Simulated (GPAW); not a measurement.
MoP:

```
Mo P
1.0
     3.22300    0.00000    0.00000
    -1.61150    2.79120    0.00000
     0.00000    0.00000    3.19100
Mo P
1 1
Direct
  0.00000 0.00000 0.00000
  0.33333 0.66667 0.50000
```

```yaml
Program: GPAW 26.7.0
Task: single point
Functional: PBE
Potentials_or_basis: GPAW PAW data sets (gpaw-data 1.2.1)
Cutoff: 600 eV
Basis: pw
k_mesh: 10 × 10 × 8
Occupations: fermi-dirac, width 0.05 eV
Spin: no spin polarisation
```

On this cell: pressure 3.0 GPa; largest force under 0.003 eV/Å; band gap on the k mesh none (metal or under the smearing width).

The same run follows on a disturbed copy (atoms moved at random, drawn with an rms of 0.05 Å):

```
CELL_PARAMETERS angstrom
3.22300 0.00000 0.00000
-1.61150 2.79120 0.00000
0.00000 0.00000 3.19100
ATOMIC_POSITIONS crystal
Mo 0.99571 0.00610 0.00142
P 0.32258 0.67395 0.49012
```

Question: What does the disturbed cell give?

Answer: The energy (extrapolated to zero smearing) moves by +6.5 meV/atom; pressure 3.2 GPa; largest force 0.606 eV/Å; band gap on the k mesh none (metal or under the smearing width).

Forces on the atoms (eV/Å):
```
Mo  -0.331  0.053 -0.504
P    0.331 -0.053  0.504
```

Stress tensor (GPa, compression positive):
```
 3.51 -0.97  0.22
-0.97  3.23 -0.04
 0.22 -0.04  2.82
```
